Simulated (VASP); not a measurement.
# Sb (R-3m) in VASP: further runs

The runs below take Sb through relaxation of cell and atoms, with PBE+D3(BJ).

All numbers are computed with VASP 6.6.1; they aren't measurements. Logs are shortened: lines on timing, memory, paths and dates and some standing lists are left out, and cuts for length are marked.

### 1 The structure

The structure is trigonal, space group R-3m (No. 166). The conventional cell has a = 4.308 Å, b = 4.308 Å, c = 11.274 Å, α = 90.00°, β = 90.00°, γ = 120.00°. Sb (site symmetry 3m) is surrounded by 3 Sb at 2.91 Å.

### 2 Relaxation of cell and atoms, PBE+D3(BJ)

The input, INCAR:

```
SYSTEM = Sb
ALGO = Fast
AMIX = 0.2
EDIFF = 1E-7
EDIFFG = -0.002
ENCUT = 520
GGA = PE
IBRION = 2
ISIF = 3
ISMEAR = 0
IVDW = 12
LASPH = .TRUE.
LCHARG = .FALSE.
LREAL = .FALSE.
LWAVE = .FALSE.
NELM = 80
NSW = 80
PREC = Accurate
SIGMA = 0.02
```

The input, KPOINTS:

```
k-points
0
G
  9 9 9
  0 0 0
```

The input, POSCAR:

```
Sb
1.0
    2.1542000000      1.2437279500      3.7580000000
   -2.1542000000      1.2437279500      3.7580000000
    0.0000000000     -2.4874559000      3.7580000000
Sb
2
Direct
    0.2334900000      0.2334900000      0.2334900000
    0.7665100000      0.7665100000      0.7665100000
```

Potentials or basis: VASP PAW PBE potentials, release 64 (Sb).

Run with:

```sh
$ cat potpaw_PBE.64/Sb/POTCAR > POTCAR
$ mpirun -np 1 vasp_std > vasp.out
```

OUTCAR:

```text
SYSTEM = Sb
   AMIX = 0.2
   EDIFF = 1E-7
   EDIFFG = -0.002
   ENCUT = 520
   GGA = PE
   IBRION = 2
   ISIF = 3
   ISMEAR = 0
   IVDW = 12
   LASPH = .TRUE.
   LREAL = .FALSE.
   NELM = 80
   NSW = 80
   PREC = Accurate
 IVDW          = 12

 ion  position               nearest neighbor table
   1  0.233  0.233  0.233-   2 2.91   2 2.91   2 2.91   2 3.35   2 3.35   2 3.35
   2  0.767  0.767  0.767-   1 2.91   1 2.91   1 2.91   1 3.35   1 3.35   1 3.35

  LATTYP: Found a trigonal (rhomboedric) cell.
 ALAT       =     4.5066618304
 COS(alpha) =     0.5430253623

  Lattice vectors:

 A1 = (   2.1542000000,   1.2437279500,   3.7580000000)
 A2 = (  -2.1542000000,   1.2437279500,   3.7580000000)
 A3 = (   0.0000000000,  -2.4874559000,   3.7580000000)

Analysis of symmetry for initial positions (statically):
=====================================================================
 Subroutine PRICEL returns:
 Original cell was already a primitive cell.

 Routine SETGRP: Setting up the symmetry group for a
 trigonal (rhombohedral) supercell.

 Subroutine GETGRP returns: Found 12 space group operations
 (whereof 12 operations were pure point group operations)
 out of a pool of 12 trial point group operations.

The static configuration has the point symmetry D_3d.

Analysis of symmetry for dynamics (positions and initial velocities):
=====================================================================
 Subroutine PRICEL returns:
 Original cell was already a primitive cell.

 Routine SETGRP: Setting up the symmetry group for a
 trigonal (rhombohedral) supercell.

 Subroutine GETGRP returns: Found 12 space group operations
 (whereof 12 operations were pure point group operations)
 out of a pool of 12 trial point group operations.

The dynamic configuration has the point symmetry D_3d.

 Subroutine INISYM returns: Found 12 space group operations
 (whereof 12 operations are pure point group operations),
 and found     1 'primitive' translations

----------------------------------------------------------------------------------------

                                     Primitive cell

  volume of cell :      60.4115

  direct lattice vectors                    reciprocal lattice vectors
     2.154200000  1.243727950  3.758000000     0.232104726  0.134005726  0.088699663
    -2.154200000  1.243727950  3.758000000    -0.232104726  0.134005726  0.088699663
     0.000000000 -2.487455900  3.758000000     0.000000000 -0.268011452  0.088699663

  length of vectors
     4.506661830  4.506661830  4.506661830     0.282307932  0.282307932  0.282307932

  position of ions in fractional coordinates (direct lattice)
     0.233490000  0.233490000  0.233490000
     0.766510000  0.766510000  0.766510000

  ion indices of the primitive-cell ions
   primitive index   ion index
                 1           1
                 2           2

----------------------------------------------------------------------------------------

 KPOINTS: k-points

Automatic generation of k-mesh.
 Grid dimensions read from file:
 generate k-points for:    9    9    9

 Generating k-lattice:

  Cartesian coordinates                     Fractional coordinates (reciprocal lattice)
     0.025789414  0.014889525  0.009855518     0.111111111 -0.000000000  0.000000000
    -0.025789414  0.014889525  0.009855518    -0.000000000  0.111111111  0.000000000
     0.000000000 -0.029779050  0.009855518     0.000000000  0.000000000  0.111111111

  Length of vectors
     0.031367548  0.031367548  0.031367548

  Shift w.r.t. Gamma in fractional coordinates (k-lattice)
     0.000000000  0.000000000  0.000000000

 Subroutine IBZKPT returns following result:
 ===========================================

 Found     85 irreducible k-points:

 Following reciprocal coordinates:
            Coordinates               Weight
  0.000000  0.000000  0.000000      1.000000
  0.111111  0.000000  0.000000      6.000000
  0.222222  0.000000  0.000000      6.000000
  0.333333  0.000000  0.000000      6.000000
  0.444444  0.000000  0.000000      6.000000
  0.111111  0.111111 -0.000000      6.000000
[... 16 lines left out ...]
 -0.333333  0.333333  0.000000      6.000000
  0.444444  0.444444  0.000000      6.000000
 [... further k-points ...]
   k-points           NKPTS =     85   k-points in BZ     NKDIM =     85   number of bands    NBANDS=      9
   number of dos      NEDOS =    301   number of ions     NIONS =      2
   total plane-waves  NPLWV =  46656
   dimension x,y,z NGX =    36 NGY =   36 NGZ =   36
   dimension x,y,z NGXF=    72 NGYF=   72 NGZF=   72
   ions per type =               2
   NGX,Y,Z   is equivalent  to a cutoff of  13.28, 13.28, 13.28 a.u.
   NGXF,Y,Z  is equivalent  to a cutoff of  26.56, 26.56, 26.56 a.u.
 SYSTEM =  Sb
   PREC   = accura    normal or accurate (medium, high low for compatibility)
   ISTART =      0    job   : 0-new  1-cont  2-samecut
   ICHARG =      2    charge: 1-file 2-atom 10-const
   ISPIN  =      1    spin polarized calculation?
   LNONCOLLINEAR =      F non collinear calculations
   LSORBIT =      F    spin-orbit coupling
   LASPH  =      T    aspherical Exc in radial PAW
   ENCUT  =  520.0 eV  38.22 Ry    6.18 a.u.   8.38  8.38  8.38*2*pi/ulx,y,z
   NELM   =     80;   NELMIN=  2; NELMDL= -5     # of ELM steps
   EDIFF  = 0.1E-06   stopping-criterion for ELM
   LREAL  =      F    real-space projection
   EDIFFG = -.2E-02   stopping-criterion for IOM
   NSW    =     80    number of steps for IOM
   IBRION =      2    ionic relax: 0-MD 1-quasi-New 2-CG
   NFREE  =      1    steps in history (QN), initial steepest desc. (CG)
   ISIF   =      3    stress and relaxation
   ISYM   =      2    0-nonsym 1-usesym 2-fastsym
   POTIM  = 0.5000    time-step for ionic-motion
   TEBEG  =    0.0;   TEEND  =   0.0 temperature during run
   PSTRESS=    0.0 pullay stress
   NELECT =      10.0000    total number of electrons
   NUPDOWN=      -1.0000    fix difference up-down
   EMIN   =  10.00;   EMAX   =-10.00  energy-range for DOS
   EFERMI =   0.00;   METHOD = LEGACY
   ISMEAR =     0;   SIGMA  =   0.02  broadening in eV -4-tet -1-fermi 0-gaus
   EFERMI_NEDOS =   21; number of points for ismear=-14 and -15
   IALGO  =     68    algorithm
   IMIX   =      4    mixing-type and parameters
     AMIX     =   0.20;   BMIX     =  1.00
     AMIX_MAG =   0.80;   BMIX_MAG =  1.00
  volume/ion in A,a.u.               =      30.21       203.84
  Fermi-wavevector in a.u.,A,eV,Ry     =   0.898880  1.698637 10.993305  0.807985
  Thomas-Fermi vector in A             =   2.021644
   LORBIT       =      0    0 simple, 1 ext, 2 COOP (PROOUT), +10 PAW based schemes
   GGA     = PE    functional components
   LHFCALC =     F    Hartree Fock is set to
   AEXX    =    0.0000 exact exchange contribution
   IVDW    =    12    specifies the selected vdW correction
   LEPSILON=     F    determine dielectric tensor
   LRPA    =     F    only Hartree local field effects (RPA)
 conjugate gradient relaxation of ions
 non-spin polarized calculation
 RMM-DIIS sequential band-by-band and
 Gauss-broadening in eV      SIGMA  =   0.02
  energy-cutoff  :      520.00
  volume of cell :       60.41
 maximum number of plane-waves:      1643
 NGX is ok and might be reduce to    36
   NGX = 17   NGY = 17   NGZ = 17

--------------------------------------- Ionic step        1  -------------------------------------------

 number of electron      10.0000000 magnetization

 Free energy of the ion-electron system (eV)
  ---------------------------------------------------
  ext. energy  EPLUGINS =         0.00000000
  ---------------------------------------------------
  free energy    TOTEN  =        -8.25546854 eV

  energy without entropy =       -8.25546448  energy(sigma->0) =       -8.25546651

------------------------ aborting loop because EDIFF is reached ----------------------------------------

 Edisp (eV)   -0.94507

 E8    (eV) :    -0.4410

  FORCE on cell =-STRESS in cart. coord.  units (eV):
  Direction    XX          YY          ZZ          XY          YZ          ZX
  --------------------------------------------------------------------------------------
  -------------------------------------------------------------------------------------
  Total       0.17057     0.17057    -0.05994     0.00000     0.00000     0.00000
  in kB       4.52367     4.52367    -1.58975     0.00000     0.00000     0.00000
  external pressure =        2.49 kB  Pullay stress =        0.00 kB
[... 97 lines left out ...]
  FREE ENERGIE OF THE ION-ELECTRON SYSTEM (eV)
  ---------------------------------------------------
  free  energy   TOTEN  =        -9.2040185879 eV

  energy  without entropy=       -9.2040173653  energy(sigma->0) =       -9.20401798

[... ionic steps 4 to 17 ...]

--------------------------------------- Ionic step       18  -------------------------------------------

 number of electron      10.0000000 magnetization

------------------------ aborting loop because EDIFF is reached ----------------------------------------

 Edisp (eV)   -0.95636

 E8    (eV) :    -0.4462
[... 69 lines left out ...]
  energy  without entropy=       -9.2079346954  energy(sigma->0) =       -9.20795347

--------------------------------------- Ionic step       20  -------------------------------------------

 number of electron      10.0000000 magnetization

 Free energy of the ion-electron system (eV)
  ---------------------------------------------------
  ext. energy  EPLUGINS =         0.00000000
  ---------------------------------------------------
  free energy    TOTEN  =        -8.25142814 eV

  energy without entropy =       -8.25139116  energy(sigma->0) =       -8.25140965

 E-fermi :   7.3685     XC(G=0):  -9.5908

 val. band max:        7.3399646702   @ k =   0.3333   0.1111   0.1111
 cond. band min:       7.3943064425   @ k =   0.4444   0.0000   0.0000
 fundamental gap:      0.0543417723
 Fermi energy:         7.3684803559

 k-point     1 :       0.0000    0.0000    0.0000
  band No.  band energies     occupation
      1      -5.3355      2.00000
      2       2.6844      2.00000
      3       5.4199      2.00000
      4       5.5671      2.00000
      5       5.5671      2.00000
      6       9.7301      0.00000
      7      10.2100      0.00000
      8      10.2100      0.00000
      9      12.3343      0.00000
[... 265 lines left out ...]
 k-point    24 :       0.4444    0.4444    0.0000
  band No.  band energies     occupation
      1      -3.0773      2.00000
      2      -0.3987      2.00000
      3       2.0191      2.00000
      4       3.6785      2.00000
      5       3.7113      2.00000
      6       9.0522      0.00000
      7      12.3479      0.00000
      8      12.7540      0.00000
      9      14.0239      0.00000

 [... further k-points ...]

------------------------ aborting loop because EDIFF is reached ----------------------------------------

 Edisp (eV)   -0.95654

 E8    (eV) :    -0.4463

  FORCE on cell =-STRESS in cart. coord.  units (eV):
  Direction    XX          YY          ZZ          XY          YZ          ZX
  --------------------------------------------------------------------------------------
  -------------------------------------------------------------------------------------
  Total      -0.00042    -0.00042     0.00212     0.00000     0.00000     0.00000
  in kB      -0.01117    -0.01117     0.05692     0.00000     0.00000     0.00000
  external pressure =        0.01 kB  Pullay stress =        0.00 kB
[... 17 lines left out ...]
  FREE ENERGIE OF THE ION-ELECTRON SYSTEM (eV)
  ---------------------------------------------------
  free  energy   TOTEN  =        -9.2079726445 eV

  energy  without entropy=       -9.2079356653  energy(sigma->0) =       -9.20795415

 reached required accuracy - stopping structural energy minimisation
```

Wall time 2.6 min (1 thread of Intel Xeon 6975P-C (Granite Rapids), shared host); peak memory 0.24 GiB.

What came out:

```
Free energy                            : -9.2080 eV
Relaxed volume                         : 29.86 Å³/atom
Relaxed cell                           : a = 4.451 Å, b = 4.451 Å, c = 4.451 Å, α = 58.15°, β = 58.15°, γ = 58.15°
Space group after relaxing (to 0.05 Å) : R-3m (No. 166)
Energy gained by relaxing              : 3.7 meV/atom
Ionic steps                            : 20
Pressure after relaxing                : 0.0 GPa
Band gap on the k mesh                 : 0.05 eV, indirect (least direct gap 0.44 eV)
Dispersion energy per atom             : -0.478 eV
```

Step by step:
```
step  energy change (eV)  largest force (eV/Å)  pressure (GPa)  volume (Å³)
   1              0.0000                0.2143            0.25        60.41
   2             -0.0034                0.0768           -0.46        60.82
   3             -0.0035                0.0490           -0.61        60.91
   4             -0.0062                0.0220           -0.32        60.34
   5             -0.0073                0.0035            0.00        59.76
   6             -0.0073                0.0066            0.04        59.69
   7             -0.0074                0.0092            0.00        59.72
   8             -0.0074                0.0117           -0.05        59.75
   9             -0.0074                0.0111           -0.04        59.74
  10             -0.0074                0.0006            0.03        59.68
  11             -0.0074                0.0030            0.01        59.70
  12             -0.0074                0.0035            0.02        59.70
  13             -0.0074                0.0054            0.00        59.71
  14             -0.0074                0.0040            0.00        59.70
  15             -0.0074                0.0037            0.01        59.70
  16             -0.0074                0.0026            0.00        59.71
  17             -0.0074                0.0010           -0.01        59.73
  18             -0.0074                0.0013           -0.01        59.73
  19             -0.0074                0.0020           -0.01        59.72
  20             -0.0074                0.0002            0.00        59.72
```

Final structure:
```
CELL_PARAMETERS angstrom
2.16311 1.24887 3.68429
-2.16311 1.24887 3.68429
0.00000 -2.49774 3.68429
ATOMIC_POSITIONS crystal
Sb 0.23613 0.23613 0.23613
Sb 0.76387 0.76387 0.76387
```

Levels at points of the mesh, in eV from the valence-band top:
| k point | band 2 | band 3 | band 4 | band 5 | band 6 | band 7 | band 8 | band 9 |
| --- | --- | --- | --- | --- | --- | --- | --- | --- |
| (0.00, 0.00, 0.00) | -4.66 | -1.92 | -1.77 | -1.77 | 2.39 | 2.87 | 2.87 | 4.99 |

Caveat: spin-orbit coupling is left out, which moves the levels of the heavy elements; an odd mesh through Γ misses points on the zone boundary, where band edges often lie.

(Part 1 of 2 ends here.)
